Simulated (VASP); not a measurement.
# Pb (P6_3/mmc) in VASP: further runs, part 3 of 3

VASP 6.6.1. The steps go on from the part before.

## 4. Single point, PBEsol

Contents of INCAR:

```
PREC = Accurate
ENCUT = 700
EDIFF = 1E-6
ISMEAR = -1
SIGMA = 0.2
LREAL = False
LASPH = True
NELM = 100
ALGO = Normal
ISIF = 2
LWAVE = False
LCHARG = False
GGA = PS
ADDGRID = False
```

Contents of KPOINTS:

```
regular mesh
0
Gamma
  19 19 10
```

Contents of POSCAR:

```
Pb
1.0
    3.4800000000      0.0000000000      0.0000000000
   -1.7400000000      3.0137684052      0.0000000000
    0.0000000000      0.0000000000      5.5900000000
Pb
2
Direct
    0.6666666667      0.3333333333      0.7500000000
    0.3333333333      0.6666666667      0.2500000000
```

Potentials or basis: VASP PAW PBE potentials, release 64 (Pb_d).

Run with:

```bash
$ cat potpaw_PBE.64/Pb_d/POTCAR > POTCAR
$ mpirun -np 1 vasp_std > vasp.out
```

OUTCAR:

```text
PREC = Accurate
   ENCUT = 700
   EDIFF = 1E-6
   ISMEAR = -1
   LREAL = False
   LASPH = True
   NELM = 100
   ISIF = 2
   GGA = PS

 Found    240 irreducible k-points:

 Following reciprocal coordinates:
            Coordinates               Weight
  0.000000  0.000000  0.000000      1.000000
  0.052632  0.000000  0.000000      6.000000
  0.105263  0.000000  0.000000      6.000000
  0.157895  0.000000  0.000000      6.000000
  0.210526 -0.000000  0.000000      6.000000
  0.263158  0.000000  0.000000      6.000000
   k-points           NKPTS =    240   k-points in BZ     NKDIM =    240   number of bands    NBANDS=     18
   number of dos      NEDOS =    301   number of ions     NIONS =      2
   total plane-waves  NPLWV =  43200
   dimension x,y,z NGX =    30 NGY =   30 NGZ =   48
   dimension x,y,z NGXF=    60 NGYF=   60 NGZF=   96
   ions per type =               2
   NGX,Y,Z   is equivalent  to a cutoff of  14.33, 14.33, 14.28 a.u.
   NGXF,Y,Z  is equivalent  to a cutoff of  28.66, 28.66, 28.55 a.u.
 SYSTEM =  unknown system
   PREC   = accura    normal or accurate (medium, high low for compatibility)
   ISTART =      0    job   : 0-new  1-cont  2-samecut
   ICHARG =      2    charge: 1-file 2-atom 10-const
   ISPIN  =      1    spin polarized calculation?
   LNONCOLLINEAR =      F non collinear calculations
   LSORBIT =      F    spin-orbit coupling
   LASPH  =      T    aspherical Exc in radial PAW
   ENCUT  =  700.0 eV  51.45 Ry    7.17 a.u.   7.51  7.51 12.06*2*pi/ulx,y,z
   NELM   =    100;   NELMIN=  2; NELMDL= -5     # of ELM steps
   EDIFF  = 0.1E-05   stopping-criterion for ELM
   LREAL  =      F    real-space projection
   EDIFFG = 0.1E-04   stopping-criterion for IOM
   NSW    =      0    number of steps for IOM
   IBRION =     -1    ionic relax: 0-MD 1-quasi-New 2-CG
   NFREE  =      0    steps in history (QN), initial steepest desc. (CG)
   ISIF   =      2    stress and relaxation
   ISYM   =      2    0-nonsym 1-usesym 2-fastsym
   POTIM  = 0.5000    time-step for ionic-motion
   TEBEG  =    0.0;   TEEND  =   0.0 temperature during run
   PSTRESS=    0.0 pullay stress
   NELECT =      28.0000    total number of electrons
   NUPDOWN=      -1.0000    fix difference up-down
   EMIN   =  10.00;   EMAX   =-10.00  energy-range for DOS
   EFERMI =   0.00;   METHOD = LEGACY
   ISMEAR =    -1;   SIGMA  =   0.20  broadening in eV -4-tet -1-fermi 0-gaus
   EFERMI_NEDOS =   21; number of points for ismear=-14 and -15
   IALGO  =     38    algorithm
   IMIX   =      4    mixing-type and parameters
     AMIX     =   0.40;   BMIX     =  1.00
     AMIX_MAG =   1.60;   BMIX_MAG =  1.00
  volume/ion in A,a.u.               =      29.31       197.82
  Fermi-wavevector in a.u.,A,eV,Ry     =   1.279658  2.418203 22.279870  1.637524
  Thomas-Fermi vector in A             =   2.412131
   LORBIT       =      0    0 simple, 1 ext, 2 COOP (PROOUT), +10 PAW based schemes
   GGA     = PS    functional components
   LHFCALC =     F    Hartree Fock is set to
   AEXX    =    0.0000 exact exchange contribution
   IVDW    =     0    specifies the selected vdW correction
   LEPSILON=     F    determine dielectric tensor
   LRPA    =     F    only Hartree local field effects (RPA)
 non-spin polarized calculation
  energy-cutoff  :      700.00
  volume of cell :       58.63
 maximum number of plane-waves:      2503
 NGX is ok and might be reduce to    30
   NGX = 15   NGY = 15   NGZ = 25

 number of electron      27.9999998 magnetization

 Free energy of the ion-electron system (eV)
  ---------------------------------------------------
  ext. energy  EPLUGINS =         0.00000000
  ---------------------------------------------------
  free energy    TOTEN  =        -8.03532577 eV

  energy without entropy =       -7.89339252  energy(sigma->0) =       -7.96435915

 E-fermi :   7.4431     XC(G=0): -10.5064

 val. band max:        7.4424528857   @ k =   0.3684   0.0526   0.2000
 cond. band min:       7.4504928083   @ k =   0.3158   0.2105   0.5000
 fundamental gap:      0.0080399227
 Fermi energy:         7.4431485946

 k-point     1 :       0.0000    0.0000    0.0000
  band No.  band energies     occupation
      1      -9.5730      2.00000
      2      -9.5230      2.00000
      3      -9.5085      2.00000
      4      -9.5085      2.00000
      5      -9.4833      2.00000
      6      -9.4833      2.00000
[... 10 lines left out ...]
     17      14.9477      0.00000
     18      15.6171      0.00000

 k-point     2 :       0.0526    0.0000    0.0000
  band No.  band energies     occupation
      1      -9.5702      2.00000
      2      -9.5295      2.00000
      3      -9.5015      2.00000
      4      -9.4994      2.00000
      5      -9.4820      2.00000
      6      -9.4765      2.00000
[... 10 lines left out ...]
     17      15.0594      0.00000
     18      15.5639      0.00000

 k-point     3 :       0.1053    0.0000    0.0000
  band No.  band energies     occupation
      1      -9.5697      2.00000
      2      -9.5335      2.00000
      3      -9.4865      2.00000
      4      -9.4811      2.00000
      5      -9.4726      2.00000
      6      -9.4568      2.00000
[... 10 lines left out ...]
     17      15.1751      0.00000
     18      15.3358      0.00000

 k-point     4 :       0.1579    0.0000    0.0000
  band No.  band energies     occupation
      1      -9.5844      2.00000
      2      -9.5222      2.00000
      3      -9.4836      2.00000
      4      -9.4713      2.00000
      5      -9.4650      2.00000
      6      -9.4495      2.00000
[... 10 lines left out ...]
     17      14.7897      0.00000
     18      15.0649      0.00000

 k-point     5 :       0.2105   -0.0000    0.0000
  band No.  band energies     occupation
      1      -9.6069      2.00000
      2      -9.5119      2.00000
      3      -9.4928      2.00000
      4      -9.4793      2.00000
      5      -9.4749      2.00000
      6      -9.4100      2.00000
[... 10 lines left out ...]
     17      13.9302      0.00000
     18      14.8268      0.00000

 k-point     6 :       0.2632    0.0000    0.0000
  band No.  band energies     occupation
      1      -9.6312      2.00000
      2      -9.5178      2.00000
      3      -9.5143      2.00000
      4      -9.4941      2.00000
      5      -9.4538      2.00000
      6      -9.3670      2.00000
[... 10 lines left out ...]
     17      12.9153      0.00000
     18      14.3487      0.00000

 [... further k-points ...]

------------------------ aborting loop because EDIFF is reached ----------------------------------------

  FORCE on cell =-STRESS in cart. coord.  units (eV):
  Direction    XX          YY          ZZ          XY          YZ          ZX
  --------------------------------------------------------------------------------------
  -------------------------------------------------------------------------------------
  Total        0.2262545      0.2262545      0.8183988      0.0000000      0.0000000      0.0000000
  in kB        6.1831078      6.1831078     22.3652950      0.0000000      0.0000000      0.0000000
  external PRESSURE =      11.5771702 kB  Pullay stress =       0.0000000 kB

 VOLUME and BASIS-vectors are now :
 -----------------------------------------------------------------------------
  energy-cutoff  :      700.00
  volume of cell :       58.63
      direct lattice vectors                 reciprocal lattice vectors
     3.480000000  0.000000000  0.000000000     0.287356322  0.165905250  0.000000000
    -1.740000000  3.013768405  0.000000000     0.000000000  0.331810500  0.000000000
     0.000000000  0.000000000  5.590000000     0.000000000  0.000000000  0.178890877

 POSITION                                       TOTAL-FORCE (eV/Angst)
 -----------------------------------------------------------------------------------
      1.74000      1.00459      4.19250         0.000000     -0.000000      0.000000
     -0.00000      2.00918      1.39750        -0.000000      0.000000      0.000000
 -----------------------------------------------------------------------------------
    total drift:                               -0.000000      0.000000      0.000000

  FREE ENERGIE OF THE ION-ELECTRON SYSTEM (eV)
  ---------------------------------------------------
  free  energy   TOTEN  =        -8.0353257723 eV

  energy  without entropy=       -7.8933925194  energy(sigma->0) =       -7.96435915
```

OSZICAR:

```text
N       E                     dE             d eps       ncg     rms          rms(c)
DAV:   1     0.303071730883E+03    0.30307E+03   -0.17268E+04  8640   0.235E+03
DAV:   2     0.127220175852E+02   -0.29035E+03   -0.28682E+03  8642   0.476E+02
DAV:   3    -0.744217093389E+01   -0.20164E+02   -0.19853E+02 10550   0.155E+02
DAV:   4    -0.804881670623E+01   -0.60665E+00   -0.60266E+00 10368   0.298E+01
DAV:   5    -0.807294191921E+01   -0.24125E-01   -0.24118E-01 10514   0.536E+00    0.868E-01
DAV:   6    -0.804347131326E+01    0.29471E-01   -0.56685E-02 11220   0.359E+00    0.405E-01
DAV:   7    -0.803583738684E+01    0.76339E-02   -0.21338E-02 11304   0.214E+00    0.128E-01
DAV:   8    -0.803533017433E+01    0.50721E-03   -0.10768E-03 11302   0.535E-01    0.138E-02
DAV:   9    -0.803532558482E+01    0.45895E-05   -0.38343E-05 11272   0.107E-01    0.629E-03
DAV:  10    -0.803532577233E+01   -0.18751E-06   -0.15595E-06  6988   0.143E-02
   1 F= -.80353258E+01 E0= -.79643591E+01  d E =-.141933E+00
```

stdout:

```text
POSCAR found type information on POSCAR Pb
 POSCAR found :  1 types and       2 ions
 scaLAPACK will be used
 -----------------------------------------------------------------------------
|                                                                             |
|                                                                             |
|     You enforced a specific xc type in the INCAR file but a different       |
|     I HOPE YOU KNOW WHAT YOU ARE DOING!                                     |
|                                                                             |
 -----------------------------------------------------------------------------

 LDA part: xc-table for (Slater+PW92), standard interpolation
 POSCAR, INCAR and KPOINTS ok, starting setup
 FFT: planning ... GRIDC
 FFT: planning ... GRID_SOFT
 FFT: planning ... GRID
 WAVECAR not read
 entering main loop
```

Wall time 96 s (1 thread of Intel Xeon 6975P-C (Granite Rapids), shared host); peak memory 0.44 GiB.

The run converged, but some of its settings lie outside the range that counts as converged, so its numbers aren't taken as properties of the crystal.

Results:

```yaml
Free_energy: -8.0353 eV
Pressure: 1.2 GPa
Band_gap_on_the_k_mesh: none (metal or under the smearing width)
```

Caveat: the PAW data sets were made with another functional, which shifts forces and pressure a little.

## 5. Single point, PBEsol

INCAR is that of step 4.

KPOINTS is that of step 4.

Contents of POSCAR:

```
Pb
1.0
    3.4800000000      0.0000000000      0.0000000000
   -1.7400000000      3.0137684052      0.0000000000
    0.0000000000      0.0000000000      5.5900000000
Pb
2
Direct
    0.6916670000      0.3496840000      0.7502860000
    0.3559200000      0.6835750000      0.2530120000
```

Run with:

```bash
$ cat potpaw_PBE.64/Pb_d/POTCAR > POTCAR
$ mpirun -np 1 vasp_std > vasp.out
```

Wall time 12 min (1 thread of Intel Xeon 6975P-C (Granite Rapids), shared host); peak memory 2.2 GiB.

The run converged, but some of its settings lie outside the range that counts as converged, so its numbers aren't taken as properties of the crystal.

Results:

| Quantity | Value |
| --- | --- |
| Free energy | -8.0350 eV |
| Pressure | 1.2 GPa |
| Largest force | 0.038 eV/Å |
| Band gap on the k mesh | none (metal or under the smearing width) |

Caveat: the PAW data sets were made with another functional, which shifts forces and pressure a little.
